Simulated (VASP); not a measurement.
# AgCl (Fm-3m) in VASP: further runs

The runs below take AgCl through single point, with PBE.

Program: VASP 6.6.1. These are calculated values, not measurements. Logs are shortened: lines on timing, memory, paths and dates and some standing lists are left out, and cuts for length are marked.

**Measured values to compare with.**

A printed reference work, data compilation reports, for a bulk crystal of AgCl: band gap 3.249 eV (indirect).

How close the calculation comes is told below.

## (1) The cell of the first run

It takes space group Fm-3m (No. 225, cubic). The conventional cell has a = 5.496 Å, b = 5.496 Å, c = 5.496 Å, α = 90.00°, β = 90.00°, γ = 90.00°. Within 3.6 Å of Ag (site symmetry m-3m) lie 6 Cl at 2.75 Å. Within 3.6 Å of Cl (site symmetry m-3m) lie 6 Ag at 2.75 Å.

## (2) Single point, PBE (20.75 Å³/atom)

The input, INCAR:

```
SYSTEM = AgCl
PREC = Accurate
ENCUT = 500
EDIFF = 1E-6
ISMEAR = 0
SIGMA = 0.02
LREAL = .FALSE.
LASPH = .TRUE.
NELM = 120
ALGO = Normal
ISIF = 2
LWAVE = .FALSE.
LCHARG = .FALSE.
GGA = PE
NBANDS = 16
GGA_COMPAT = .FALSE.
```

The input, KPOINTS:

```
Automatic mesh
0
G
  8 8 8
  0 0 0
```

The input, POSCAR:

```
AgCl
1.0
    0.0000000000      2.7480739668      2.7480739668
    2.7480739668      0.0000000000      2.7480739668
    2.7480739668      2.7480739668      0.0000000000
Ag Cl
1 1
Direct
    0.0000000000      0.0000000000      0.0000000000
    0.5000000000      0.5000000000      0.5000000000
```

Potentials or basis: VASP PAW PBE potentials, release 64 (Ag, Cl).

On the command line:

```sh
> cat potpaw_PBE.64/Ag/POTCAR potpaw_PBE.64/Cl/POTCAR > POTCAR
> mpirun -np 1 vasp_std > vasp.out
```

OUTCAR:

```text
SYSTEM = AgCl
   PREC = Accurate
   ENCUT = 500
   EDIFF = 1E-6
   ISMEAR = 0
   LREAL = .FALSE.
   LASPH = .TRUE.
   NELM = 120
   ISIF = 2
   GGA = PE

 ion  position               nearest neighbor table
   1  0.000  0.000  0.000-   2 2.75   2 2.75   2 2.75   2 2.75   2 2.75   2 2.75
   2  0.500  0.500  0.500-   1 2.75   1 2.75   1 2.75   1 2.75   1 2.75   1 2.75

  LATTYP: Found a face centered cubic cell.
 ALAT       =     5.4961479336

  Lattice vectors:

 A1 = (   0.0000000000,   2.7480739668,   2.7480739668)
 A2 = (   2.7480739668,   0.0000000000,   2.7480739668)
 A3 = (   2.7480739668,   2.7480739668,   0.0000000000)

Analysis of symmetry for initial positions (statically):
=====================================================================
 Subroutine PRICEL returns:
 Original cell was already a primitive cell.

 Routine SETGRP: Setting up the symmetry group for a
 face centered cubic supercell.

 Subroutine GETGRP returns: Found 48 space group operations
 (whereof 48 operations were pure point group operations)
 out of a pool of 48 trial point group operations.

The static configuration has the point symmetry O_h .

Analysis of symmetry for dynamics (positions and initial velocities):
=====================================================================
 Subroutine PRICEL returns:
 Original cell was already a primitive cell.

 Routine SETGRP: Setting up the symmetry group for a
 face centered cubic supercell.

 Subroutine GETGRP returns: Found 48 space group operations
 (whereof 48 operations were pure point group operations)
 out of a pool of 48 trial point group operations.

The dynamic configuration has the point symmetry O_h .

 Subroutine INISYM returns: Found 48 space group operations
 (whereof 48 operations are pure point group operations),
 and found     1 'primitive' translations

----------------------------------------------------------------------------------------

                                     Primitive cell

  volume of cell :      41.5064

  direct lattice vectors                    reciprocal lattice vectors
     0.000000000  2.748073967  2.748073967    -0.181945612  0.181945612  0.181945612
     2.748073967  0.000000000  2.748073967     0.181945612 -0.181945612  0.181945612
     2.748073967  2.748073967  0.000000000     0.181945612  0.181945612 -0.181945612

  length of vectors
     3.886363474  3.886363474  3.886363474     0.315139044  0.315139044  0.315139044

  position of ions in fractional coordinates (direct lattice)
     0.000000000  0.000000000  0.000000000
     0.500000000  0.500000000  0.500000000

  ion indices of the primitive-cell ions
   primitive index   ion index
                 1           1
                 2           2

----------------------------------------------------------------------------------------

 KPOINTS: Automatic mesh

Automatic generation of k-mesh.
 Grid dimensions read from file:
 generate k-points for:    8    8    8

 Generating k-lattice:

  Cartesian coordinates                     Fractional coordinates (reciprocal lattice)
    -0.022743202  0.022743202  0.022743202     0.125000000  0.000000000  0.000000000
     0.022743202 -0.022743202  0.022743202     0.000000000  0.125000000  0.000000000
     0.022743202  0.022743202 -0.022743202     0.000000000  0.000000000  0.125000000

  Length of vectors
     0.039392381  0.039392381  0.039392381

  Shift w.r.t. Gamma in fractional coordinates (k-lattice)
     0.000000000  0.000000000  0.000000000

 Subroutine IBZKPT returns following result:
 ===========================================

 Found     29 irreducible k-points:

 Following reciprocal coordinates:
            Coordinates               Weight
  0.000000  0.000000  0.000000      1.000000
  0.125000  0.000000  0.000000      8.000000
  0.250000  0.000000  0.000000      8.000000
  0.375000  0.000000  0.000000      8.000000
  0.500000  0.000000  0.000000      4.000000
  0.125000  0.125000  0.000000      6.000000
[... 16 lines left out ...]
  0.500000  0.250000  0.125000     48.000000
 -0.375000  0.250000  0.125000     24.000000
 [... further k-points ...]
   k-points           NKPTS =     29   k-points in BZ     NKDIM =     29   number of bands    NBANDS=     16
   number of dos      NEDOS =    301   number of ions     NIONS =      2
   total plane-waves  NPLWV =  21952
   dimension x,y,z NGX =    28 NGY =   28 NGZ =   28
   dimension x,y,z NGXF=    56 NGYF=   56 NGZF=   56
   ions per type =               1   1
   NGX,Y,Z   is equivalent  to a cutoff of  11.98, 11.98, 11.98 a.u.
   NGXF,Y,Z  is equivalent  to a cutoff of  23.95, 23.95, 23.95 a.u.
 SYSTEM =  AgCl
   PREC   = accura    normal or accurate (medium, high low for compatibility)
   ISTART =      0    job   : 0-new  1-cont  2-samecut
   ICHARG =      2    charge: 1-file 2-atom 10-const
   ISPIN  =      1    spin polarized calculation?
   LNONCOLLINEAR =      F non collinear calculations
   LSORBIT =      F    spin-orbit coupling
   LASPH  =      T    aspherical Exc in radial PAW
   ENCUT  =  500.0 eV  36.75 Ry    6.06 a.u.   7.09  7.09  7.09*2*pi/ulx,y,z
   NELM   =    120;   NELMIN=  2; NELMDL= -5     # of ELM steps
   EDIFF  = 0.1E-05   stopping-criterion for ELM
   LREAL  =      F    real-space projection
   EDIFFG = 0.1E-04   stopping-criterion for IOM
   NSW    =      0    number of steps for IOM
   IBRION =     -1    ionic relax: 0-MD 1-quasi-New 2-CG
   NFREE  =      0    steps in history (QN), initial steepest desc. (CG)
   ISIF   =      2    stress and relaxation
   ISYM   =      2    0-nonsym 1-usesym 2-fastsym
   POTIM  = 0.5000    time-step for ionic-motion
   TEBEG  =    0.0;   TEEND  =   0.0 temperature during run
   PSTRESS=    0.0 pullay stress
   NELECT =      18.0000    total number of electrons
   NUPDOWN=      -1.0000    fix difference up-down
   EMIN   =  10.00;   EMAX   =-10.00  energy-range for DOS
   EFERMI =   0.00;   METHOD = LEGACY
   ISMEAR =     0;   SIGMA  =   0.02  broadening in eV -4-tet -1-fermi 0-gaus
   EFERMI_NEDOS =   21; number of points for ismear=-14 and -15
   IALGO  =     38    algorithm
   IMIX   =      4    mixing-type and parameters
     AMIX     =   0.40;   BMIX     =  1.00
     AMIX_MAG =   1.60;   BMIX_MAG =  1.00
  volume/ion in A,a.u.               =      20.75       140.05
  Fermi-wavevector in a.u.,A,eV,Ry     =   1.239160  2.341672 20.891971  1.535517
  Thomas-Fermi vector in A             =   2.373655
   LORBIT       =      0    0 simple, 1 ext, 2 COOP (PROOUT), +10 PAW based schemes
   GGA     = PE    functional components
   LHFCALC =     F    Hartree Fock is set to
   AEXX    =    0.0000 exact exchange contribution
   IVDW    =     0    specifies the selected vdW correction
   LEPSILON=     F    determine dielectric tensor
   LRPA    =     F    only Hartree local field effects (RPA)
 non-spin polarized calculation
 Gauss-broadening in eV      SIGMA  =   0.02
  energy-cutoff  :      500.00
  volume of cell :       41.51
 maximum number of plane-waves:      1067
   NGX = 15   NGY = 15   NGZ = 15

 number of electron      17.9999996 magnetization

 Free energy of the ion-electron system (eV)
  ---------------------------------------------------
  ext. energy  EPLUGINS =         0.00000000
  ---------------------------------------------------
  free energy    TOTEN  =        -5.37821593 eV

  energy without entropy =       -5.37821593  energy(sigma->0) =       -5.37821593

 E-fermi :   4.3041     XC(G=0): -10.1091

 val. band max:        4.1686007655   @ k =   0.5000   0.0000   0.0000
 cond. band min:       5.0721169706   @ k =   0.0000   0.0000   0.0000
 fundamental gap:      0.9035162051
 Fermi energy:         4.3040586124

 k-point     1 :       0.0000    0.0000    0.0000
  band No.  band energies     occupation
      1     -11.1665      2.00000
      2       1.6163      2.00000
      3       1.6163      2.00000
      4       1.6163      2.00000
      5       1.6588      2.00000
      6       1.6588      2.00000
[... 8 lines left out ...]
     15      17.6487      0.00000
     16      17.6487      0.00000

 k-point     2 :       0.1250    0.0000    0.0000
  band No.  band energies     occupation
      1     -11.1020      2.00000
      2       0.8725      2.00000
      3       0.9352      2.00000
      4       0.9352      2.00000
      5       1.6744      2.00000
      6       1.6744      2.00000
[... 8 lines left out ...]
     15      16.2650      0.00000
     16      16.9789      0.00000

 k-point     3 :       0.2500    0.0000    0.0000
  band No.  band energies     occupation
      1     -10.9392      2.00000
      2      -0.1952      2.00000
      3       0.3393      2.00000
      4       0.3393      2.00000
      5       1.8088      2.00000
      6       1.8088      2.00000
[... 8 lines left out ...]
     15      16.4612      0.00000
     16      16.8669      0.00000

 k-point     4 :       0.3750    0.0000    0.0000
  band No.  band energies     occupation
      1     -10.7654      2.00000
      2      -1.0032      2.00000
      3      -0.0396      2.00000
      4      -0.0396      2.00000
      5       1.9491      2.00000
      6       1.9491      2.00000
[... 8 lines left out ...]
     15      17.3106      0.00000
     16      17.3106      0.00000

 k-point     5 :       0.5000    0.0000    0.0000
  band No.  band energies     occupation
      1     -10.6896      2.00000
      2      -1.3009      2.00000
      3      -0.1694      2.00000
      4      -0.1694      2.00000
      5       2.0090      2.00000
      6       2.0090      2.00000
[... 8 lines left out ...]
     15      17.8830      0.00000
     16      17.8830      0.00000

 k-point     6 :       0.1250    0.1250    0.0000
  band No.  band energies     occupation
      1     -11.0829      2.00000
      2       0.3715      2.00000
      3       1.2306      2.00000
      4       1.2306      2.00000
      5       1.5643      2.00000
      6       1.6879      2.00000
[... 8 lines left out ...]
     15      18.1883      0.00000
     16      18.2055      0.00000

 k-point     7 :       0.2500    0.1250    0.0000
  band No.  band energies     occupation
      1     -10.9590      2.00000
      2      -0.2215      2.00000
      3       0.6531      2.00000
      4       0.7297      2.00000
      5       1.6364      2.00000
      6       1.8285      2.00000
[... 8 lines left out ...]
     15      17.6723      0.00000
     16      18.2898      0.00000

 k-point     8 :       0.3750    0.1250    0.0000
  band No.  band energies     occupation
      1     -10.7949      2.00000
      2      -0.7679      2.00000
      3       0.0552      2.00000
      4       0.2225      2.00000
      5       1.7923      2.00000
      6       1.9748      2.00000
[... 8 lines left out ...]
     15      17.9983      0.00000
     16      18.2101      0.00000

 k-point     9 :       0.5000    0.1250    0.0000
  band No.  band energies     occupation
      1     -10.6880      2.00000
      2      -1.1178      2.00000
      3      -0.1577      2.00000
      4      -0.0756      2.00000
      5       1.9439      2.00000
      6       2.0243      2.00000
[... 8 lines left out ...]
     15      18.0454      0.00000
     16      18.8937      0.00000
[... 172 lines left out ...]
 k-point    19 :       0.5000    0.3750    0.0000
  band No.  band energies     occupation
      1     -10.6778      2.00000
      2      -0.4128      2.00000
      3       0.4582      2.00000
      4       0.6276      2.00000
      5       1.5193      2.00000
      6       2.0890      2.00000
[... 8 lines left out ...]
     15      19.0555      0.00000
     16      19.6378      0.00000

 k-point    20 :      -0.3750    0.3750    0.0000
  band No.  band energies     occupation
      1     -10.6482      2.00000
      2      -0.2386      2.00000
      3      -0.2027      2.00000
      4       0.2167      2.00000
      5       1.7581      2.00000
      6       2.0728      2.00000
[... 8 lines left out ...]
     15      17.8740      0.00000
     16      20.1704      0.00000

 k-point    21 :       0.5000    0.5000    0.0000
  band No.  band energies     occupation
      1     -10.6752      2.00000
      2      -0.3573      2.00000
      3       0.9634      2.00000
      4       0.9634      2.00000
      5       1.2668      2.00000
      6       1.8602      2.00000
[... 8 lines left out ...]
     15      19.3422      0.00000
     16      19.3422      0.00000

 k-point    22 :       0.3750    0.2500    0.1250
  band No.  band energies     occupation
      1     -10.8402      2.00000
      2      -0.5882      2.00000
      3       0.2538      2.00000
      4       0.6275      2.00000
      5       1.7143      2.00000
      6       1.9325      2.00000
[... 8 lines left out ...]
     15      18.3556      0.00000
     16      19.7010      0.00000

 k-point    23 :       0.5000    0.2500    0.1250
  band No.  band energies     occupation
      1     -10.7164      2.00000
      2      -0.8060      2.00000
      3      -0.0497      2.00000
      4       0.2112      2.00000
      5       1.8432      2.00000
      6       2.0176      2.00000
[... 8 lines left out ...]
     15      18.5764      0.00000
     16      19.4451      0.00000

 k-point    24 :      -0.3750    0.2500    0.1250
  band No.  band energies     occupation
      1     -10.6636      2.00000
      2      -0.8718      2.00000
      3      -0.1026      2.00000
      4      -0.0515      2.00000
      5       1.9396      2.00000
      6       2.0104      2.00000
[... 8 lines left out ...]
     15      17.7447      0.00000
     16      19.2093      0.00000

 [... further k-points ...]

------------------------ aborting loop because EDIFF is reached ----------------------------------------

  FORCE on cell =-STRESS in cart. coord.  units (eV):
  Direction    XX          YY          ZZ          XY          YZ          ZX
  --------------------------------------------------------------------------------------
  -------------------------------------------------------------------------------------
  Total        0.7587943      0.7587943      0.7587943      0.0000000      0.0000000      0.0000000
  in kB       29.2900006     29.2900006     29.2900006      0.0000000      0.0000000      0.0000000
  external PRESSURE =      29.2900006 kB  Pullay stress =       0.0000000 kB

 VOLUME and BASIS-vectors are now :
 -----------------------------------------------------------------------------
  energy-cutoff  :      500.00
  volume of cell :       41.51
      direct lattice vectors                 reciprocal lattice vectors
     0.000000000  2.748073967  2.748073967    -0.181945612  0.181945612  0.181945612
     2.748073967  0.000000000  2.748073967     0.181945612 -0.181945612  0.181945612
     2.748073967  2.748073967  0.000000000     0.181945612  0.181945612 -0.181945612

 POSITION                                       TOTAL-FORCE (eV/Angst)
 -----------------------------------------------------------------------------------
      0.00000      0.00000      0.00000        -0.000000     -0.000000     -0.000000
      2.74807      2.74807      2.74807         0.000000      0.000000      0.000000
 -----------------------------------------------------------------------------------
    total drift:                                0.000000      0.000000      0.000000

  FREE ENERGIE OF THE ION-ELECTRON SYSTEM (eV)
  ---------------------------------------------------
  free  energy   TOTEN  =        -5.3782159298 eV

  energy  without entropy=       -5.3782159298  energy(sigma->0) =       -5.37821593
```

Wall time 35 s (1 thread of AMD EPYC 7R13, shared host); peak memory 0.13 GiB.

Results:

```yaml
Free_energy: -5.3782 eV
Pressure: 2.9 GPa
Band_gap_on_the_k_mesh: 0.90 eV (least direct gap 3.27 eV)
```

Levels at points of the mesh, in eV from the valence-band top:
```csv
k point,band 6,band 7,band 8,band 9,band 10,band 11,band 12,band 13
"(0.00, 0.00, 0.00)",-2.51,-2.44,-2.44,-2.44,0.90,10.84,10.84,10.84
"(0.50, 0.00, 0.00)",-2.16,-1.83,0.00,0.00,4.17,6.69,7.62,7.62
"(0.50, 0.50, 0.00)",-2.31,-2.03,-2.03,-1.93,2.34,7.99,8.72,11.65
```

A k mesh can miss the band edges. A hybrid or GW would open this gap; PBE tends to underestimate it.

## (3) Single point, PBE (21.42 Å³/atom)

This run uses another cell than the first one, of 21.42 Å³/atom.

The input, INCAR:

```
SYSTEM = AgCl
PREC = Accurate
ENCUT = 500
EDIFF = 1E-6
ISMEAR = 0
SIGMA = 0.02
LREAL = .False.
LASPH = .True.
NELM = 120
ALGO = Normal
ISIF = 2
LWAVE = .False.
LCHARG = .False.
GGA = PE
NBANDS = 16
GGA_COMPAT = .False.
```

The input, KPOINTS:

```
regular mesh
0
Gamma
  8 8 8
  0 0 0
```

The input, POSCAR:

```
AgCl
1.0
    0.0000000000      2.7770031871      2.7770031871
    2.7770031871      0.0000000000      2.7770031871
    2.7770031871      2.7770031871      0.0000000000
Ag Cl
1 1
Direct
    0.0000000000      0.0000000000      0.0000000000
    0.5000000000      0.5000000000      0.5000000000
```

Potentials or basis: VASP PAW PBE potentials, release 64 (Ag, Cl).

On the command line:

```sh
> cat potpaw_PBE.64/Ag/POTCAR potpaw_PBE.64/Cl/POTCAR > POTCAR
> mpirun -np 1 vasp_std > vasp.out
```

It took 43 s on 1 thread of AMD EPYC 7R13, shared host; peak memory 0.14 GiB.

The run converged. Its results:

| Quantity | Value |
| --- | --- |
| Free energy | -5.3960 eV |
| Pressure | 1.3 GPa |
| Band gap on the k mesh | 0.91 eV (least direct gap 3.17 eV) |

Levels at points of the mesh, in eV from the valence-band top:
```tsv
k point	band 6	band 7	band 8	band 9	band 10	band 11	band 12	band 13
(0.00, 0.00, 0.00)	-2.38	-2.31	-2.31	-2.31	0.91	10.86	10.86	10.86
(0.50, 0.00, 0.00)	-2.06	-1.75	0.00	0.00	4.26	6.51	7.68	7.68
(0.50, 0.50, 0.00)	-2.19	-1.94	-1.94	-1.86	2.39	8.03	8.62	11.49
```

[end of part 1 of 3]
